**Question**

I have this volume scan of AlGa₃N₄, a nitride between GaN and AlN:

AlGa3N4 (8-atom cell, space group Pm), with cell shape and atoms relaxed at each volume in Ansatz 0.2.0: PBEsol, plane-wave PAW, scalar-relativistic, no spin polarisation. The cutoff is 420 eV, with a Gamma-centred 6×8×6 k mesh and Gaussian smearing of 0.02 eV. Energies count from the minimum of a third-order Birch-Murnaghan fit; pressures come from the computed stress.

```
volume per atom (Å³/atom)  energy over minimum (meV/atom)  pressure (GPa)  band gap on mesh (eV)
                    9.808                           120.0           32.12                  3.241
                   10.143                            63.7           22.09                  3.009
                   10.477                            26.7           13.54                  2.786
                   10.811                             6.3            6.23                  2.569
                   11.146                             0.0           -0.01                  2.359
                   11.480                             5.7           -5.34                  2.156
                   11.814                            21.7           -9.88                  1.962
                   12.260                            56.5          -14.92                  1.713
```

Squeezing raises the gap and stretching lowers it, but not in step with the pressure: under compression, each further GPa does less than the one before. Is there a rule that gives gap, pressure and energy for any volume in this range with pencil and paper? And why should it work?

**Answer**

Yes, if you start from the volume and not from the pressure. Take the row at 11.146 Å³ per atom, where the pressure is practically zero, as the rest state, and call its volume V₀. For any other volume V, define the squeeze x as the volume lost divided by the mean of the two volumes:

x = (V₀ − V) / [(V₀ + V)/2]

It is positive for a compressed crystal and negative for a stretched one. Over this range it is as good as the logarithm of V₀/V, and you can work it out by hand. The rule is then:

- band gap on mesh = 2.359 eV + 6.9 eV × x
- pressure = 193 GPa × (V₀/V) × x × (1 + x)
- energy over minimum = 6.7 eV per atom × x² × (1 + 2x/3)

**Why the gap follows the volume**

The gap separates two kinds of electron state that respond differently to shorter bonds. In the usual picture of these nitrides, the lowest empty state is an antibonding mixture of s orbitals on metal and nitrogen. Closer atoms overlap more, and stronger overlap pushes an antibonding state up. The highest filled state is mostly nitrogen 2p and responds less, so the gap opens. The table shows the opening; the orbital explanation is standard theory, not something these columns prove.

For a small change in volume, theory lets the gap change in proportion to x. The constant of proportion is called a deformation potential. Theory does not promise that it stays constant from 12 % compression to 10 % expansion, but here it nearly does. Each per cent of squeeze is worth about 0.07 eV.

**Why pressure is a poor ruler**

The electrons respond to where the atoms are, and pressure is only the force needed to put them there. That force grows faster than the squeeze, because the repulsion between overlapping electron clouds rises steeply as atoms approach. Each further GPa therefore removes less volume and opens the gap less. If you carry the slope near rest, 36 meV per GPa, in a straight line to the smallest volume, the estimated gap comes out 0.26 eV too high.

In the pressure formula, the factors V₀/V and 1 + x carry this stiffening together. Many solids gain roughly 4 GPa of stiffness for each GPa of pressure, and the fit to the energy curve of this crystal gives a value only a little above that. With the value 4, the pressure for small x is 193 GPa × (x + 2x²). The factor V₀/V, which is about 1 + x, supplies half of the second term, and the written factor 1 + x supplies the other half.

The energy is the work done against this pressure. A small extra squeeze dx removes a volume V dx, so the work is pressure × V × dx. Adding up these steps from rest gives the third formula, with 6.7 eV as half of stiffness times rest volume. The small term 2x/3 makes squeezing cost more than stretching at the same size of x. For equal changes in volume the difference is larger still, because the compressed crystal then also has the larger x.

**A compressed row, worked in full**

Take 9.808 Å³ per atom. The volume lost is 11.146 − 9.808 = 1.338 and the mean volume is 10.477, so x = 0.1277.

- Gap: 2.359 + 6.9 × 0.1277 = 3.24 eV; the table has 3.241 eV.
- Pressure: 193 × 1.136 × 0.1277 × 1.1277 = 31.6 GPa; the table has 32.12 GPa.
- Energy: 6.7 × 0.1277² × 1.085 = 0.119 eV, or 119 meV per atom; the table has 120.0 meV.

**A stretched row**

At 12.260 Å³ per atom the volume lost is −1.114 and the mean is 11.703, so x = −0.0952.

- Gap: 2.359 − 6.9 × 0.0952 = 1.70 eV; the table has 1.713 eV.
- Pressure: 193 × 0.909 × (−0.0952) × 0.9048 = −15.1 GPa; the table has −14.92 GPa. The minus sign means that the crystal must be pulled to stay this large.
- Energy: 6.7 × 0.0952² × 0.937 = 0.057 eV, or 57 meV per atom; the table has 56.5 meV.

**How far to trust it**

The constants 6.9 eV and 193 GPa come from the two rows on either side of rest, so neither worked row helped to set them. Over the whole table the gap is missed by at most 11 meV, and the pressure by less than 2 % in every row away from rest. The energy is within 1.5 meV per atom, but energy and pressure are tied by thermodynamics, so that agreement is a check of consistency more than a separate success. The output below gives the misses row by row.

The gap rule is weakest on the stretched side, where the real slope is slightly smaller; I have no tested reason for that. On each side of rest, the misses in pressure and energy are largest at the last row. Expect them to keep growing outside the scanned volumes, where no row tests the rule. Under pressure, GaN and AlN are also known to change to the rocksalt structure. The rule follows the original structure only, even where another might be more stable.

Use the rule for changes of the gap, not for its absolute size. PBEsol makes nitride gaps too small: the 2.36 eV at rest lies well below even the measured gap of pure GaN, although aluminium should raise the gap. A better starting gap would mend the offset, but whether the slope also needs correcting can't be seen from one functional.

If you work on ultraviolet emitters, note that the scan changes the volume under even pressure. An AlGaN layer held by its substrate is strained in the plane and relaxes across it, so its shape changes too. The rule gives the part of the gap shift that comes from volume; the part from shape needs its own constants.

**Guessing a neighbouring case**

Ask first which empty state is lowest, then how stiff the crystal is. GaAs has the same kind of s-like state at the bottom of its conduction band but is much softer, so its gap rises more per GPa. In silicon the lowest empty states are of another kind and lie elsewhere in the band structure, and its gap shrinks under pressure. The recipe of taking slopes from two rows near rest can be tried on such cases, as long as the same states stay at the edges of the gap, but it is not tested on them here. The constants do not carry over.

Numerical output:

```
gap rise per unit squeeze, from the two neighbours of the rest row (eV): 6.879
bulk modulus from the same two neighbours (GPa): 192.7
half of bulk modulus times rest volume (eV/atom): 6.713
largest difference between squeeze and true logarithm: 0.000174
rest volume over volume, smallest volume: 1.136
rest volume over volume, largest volume: 0.9091
largest gap miss of the rule, all rows (meV): 10.81
largest pressure miss of the rule, rest row left out as its pressure is near zero (%): 1.659
largest energy miss of the rule, all rows (meV/atom): 1.424
mean gap slope from rest to smallest volume (eV per unit squeeze): 6.906
mean gap slope from rest to largest volume (eV per unit squeeze): 6.786
plain spring pressure B x, miss at smallest volume (%): -23.26
plain spring pressure B x, miss at largest volume (%): 23.13
plain parabola energy at smallest volume (meV/atom): 109.3
plain parabola energy at largest volume (meV/atom): 60.71
gap rise per GPa near rest (meV/GPa): 35.7
gap linear in pressure, estimate less table at smallest volume (eV): 0.2645
gap linear in pressure, estimate less table at largest volume (eV): 0.1134
gap linear in volume, estimate less table at smallest volume (eV): -0.056
gap linear in volume, estimate less table at largest volume (eV): -0.04172
rule and its misses (rule less table):
     row   squeeze  gap eV  gap miss meV  pressure GPa  pressure miss GPa  energy meV  energy miss meV
   9.808    0.1277    3.24       -0.8126         31.59            -0.5327       118.6           -1.424
  10.143   0.09423   3.009        0.1668         21.87            -0.2228       63.22          -0.4756
  10.477   0.06188   2.786      -0.03797         13.49           -0.04868       26.71          0.01229
  10.811   0.03051    2.57        0.5479         6.257              0.027       6.365          0.06538
  11.146         0   2.359             0             0               0.01           0                0
   11.48  -0.02952   2.155       -0.7125        -5.369           -0.02893       5.725          0.02505
  11.814  -0.05819   1.958        -4.498        -9.979            -0.0988       21.81           0.1053
   12.26  -0.09519   1.702        -10.81        -15.11            -0.1923       56.86           0.3561
```
